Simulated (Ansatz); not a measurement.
# Bands of Li2O

```yaml
crystal:
  lattice:
    - [0.00000, 2.30950, 2.30950]
    - [2.30950, 0.00000, 2.30950]
    - [2.30950, 2.30950, 0.00000]
  atoms:
    - { symbol: Li, position: [0.25000, 0.25000, 0.25000] }
    - { symbol: Li, position: [0.75000, 0.75000, 0.75000] }
    - { symbol: O, position: [0.00000, 0.00000, 0.00000] }
```

Atom numbers follow the list: Li1, Li2, O3.

The conventional cell has a = 4.619 Å, b = 4.619 Å, c = 4.619 Å, α = 90.00°, β = 90.00°, γ = 90.00°. Li (atom 1) is surrounded by 4 O at 2.00 Å. O (atom 3) is surrounded by 8 Li at 2.00 Å.

The cell is COD entry 1011372, as deposited and not checked against the literature; nothing was relaxed.

Method: DFT, PBE, all-electron LAPW, scalar-relativistic in Ansatz 0.2.0.

Sampling and basis: a Γ-centred 9×9×9 k mesh, Fermi–Dirac smearing of 0.03 eV, basis error target 0.5 meV/atom, no spin polarisation.

Points in fractions of the reciprocal vectors of this cell: Γ (0, 0, 0), X (0.5, 0, 0.5), U (0.625, 0.25, 0.625), K (0.375, 0.375, 0.75), L (0.5, 0.5, 0.5), W (0.5, 0.25, 0.75). The path joins them by straight lines in the order Γ–X–U–K–Γ–L–W–X; legs that retrace an earlier one aren't tabulated. Energies are in eV from the top of the valence band.

**Question.** Metal or insulator at this level of theory?

**Answer.** An insulator or semiconductor: gap 4.99 eV, indirect from Γ to X (0.5, 0, 0.5).

**Question.** Tabulate bands 2 to 8, counted from the lowest band of the run, along the path.

**Answer.** 
| k (1/Å) | point | band 2 | band 3 | band 4 | band 5 | band 6 | band 7 | band 8 |
| --- | --- | --- | --- | --- | --- | --- | --- | --- |
| 0.00 | Γ | -42.62 | -15.44 | 0.00 | 0.00 | 0.00 | 5.26 | 11.93 |
| 0.34 |  | -42.63 | -15.40 | -0.40 | -0.23 | -0.23 | 5.74 | 12.08 |
| 0.68 |  | -42.66 | -15.31 | -1.06 | -0.74 | -0.74 | 6.10 | 12.56 |
| 1.02 |  | -42.70 | -15.21 | -1.48 | -1.20 | -1.20 | 5.45 | 13.21 |
| 1.36 | X | -42.71 | -15.17 | -1.60 | -1.38 | -1.38 | 4.99 | 13.54 |
| 1.48 |  | -42.71 | -15.17 | -1.59 | -1.44 | -1.36 | 5.11 | 13.36 |
| 1.60 |  | -42.72 | -15.17 | -1.60 | -1.58 | -1.30 | 5.46 | 12.89 |
| 1.72 |  | -42.73 | -15.17 | -1.81 | -1.55 | -1.21 | 5.97 | 12.27 |
| 1.84 | U | -42.74 | -15.17 | -2.01 | -1.51 | -1.09 | 6.56 | 11.60 |
| 2.05 |  | -42.75 | -15.17 | -2.09 | -1.44 | -1.10 | 7.03 | 10.91 |
| 2.26 |  | -42.77 | -15.17 | -2.11 | -1.35 | -1.18 | 7.39 | 10.39 |
| 2.47 |  | -42.75 | -15.17 | -2.09 | -1.44 | -1.10 | 7.03 | 10.91 |
| 2.67 | K | -42.74 | -15.17 | -2.01 | -1.51 | -1.09 | 6.56 | 11.60 |
| 3.03 |  | -42.73 | -15.20 | -2.26 | -1.26 | -0.62 | 7.96 | 10.20 |
| 3.40 |  | -42.68 | -15.29 | -1.72 | -0.79 | -0.23 | 7.08 | 11.12 |
| 3.76 |  | -42.63 | -15.39 | -0.65 | -0.25 | -0.04 | 5.85 | 11.94 |
| 4.12 | Γ | -42.62 | -15.44 | 0.00 | 0.00 | 0.00 | 5.26 | 11.93 |
| 4.41 |  | -42.63 | -15.41 | -0.51 | -0.07 | -0.07 | 5.68 | 11.95 |
| 4.71 |  | -42.66 | -15.33 | -1.55 | -0.24 | -0.24 | 6.68 | 11.73 |
| 5.00 |  | -42.71 | -15.25 | -2.43 | -0.39 | -0.39 | 8.00 | 10.89 |
| 5.30 | L | -42.77 | -15.22 | -2.77 | -0.45 | -0.45 | 9.22 | 9.81 |
| 5.54 |  | -42.77 | -15.21 | -2.69 | -0.62 | -0.54 | 8.75 | 9.98 |
| 5.78 |  | -42.77 | -15.19 | -2.45 | -1.00 | -0.81 | 7.96 | 10.25 |
| 6.02 |  | -42.77 | -15.17 | -2.11 | -1.35 | -1.18 | 7.39 | 10.39 |
| 6.26 | W | -42.76 | -15.16 | -1.82 | -1.49 | -1.49 | 7.18 | 10.43 |
| 6.43 |  | -42.74 | -15.16 | -1.76 | -1.53 | -1.45 | 6.72 | 10.99 |
| 6.60 |  | -42.73 | -15.17 | -1.61 | -1.57 | -1.41 | 5.89 | 12.10 |
| 6.77 |  | -42.71 | -15.17 | -1.59 | -1.45 | -1.39 | 5.23 | 13.11 |
| 6.94 | X | -42.71 | -15.17 | -1.60 | -1.38 | -1.38 | 4.99 | 13.54 |

Kohn–Sham gaps of semilocal functionals usually fall short of measured ones.
